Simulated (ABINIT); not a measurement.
Crystal: PbS.

```
CELL_PARAMETERS angstrom
2.11266 1.21975 3.45192
-2.11266 1.21975 3.45192
0.00000 -2.43949 3.45192
ATOMIC_POSITIONS crystal
Pb 0.98057 0.98057 0.98057
S 0.47504 0.47504 0.47504
```

The cell is a database's computed one.

Base run:

| Quantity | Value |
| --- | --- |
| Program | ABINIT 10.8.3 (patched build) |
| Functional | PBEsol |
| Potentials or basis | JTH PAW PBE v2.0 |
| Cutoff | 599 eV |
| k mesh | 8 × 8 × 8 |
| Occupations | fermi-dirac, width 0.05 eV |
| Spin | no spin polarisation |

Its results: band gap on the k mesh 0.35 eV, direct; pressure -1.9 GPa; largest force 0.008 eV/Å.

Task: The run is repeated on the same cell with these changes: functional from PBEsol to LDA; potentials or basis from JTH PAW PBE v2.0 to JTH PAW LDA v2.0. What comes out?

Result: Band gap on the k mesh 0.33 eV, direct; pressure -3.7 GPa; largest force 0.004 eV/Å.

Caveats: spin-orbit coupling is left out, which as a rule narrows the gap of such compounds by several tenths of an eV; the PAW data sets were made with another functional, which shifts forces and pressure a little (some runs).
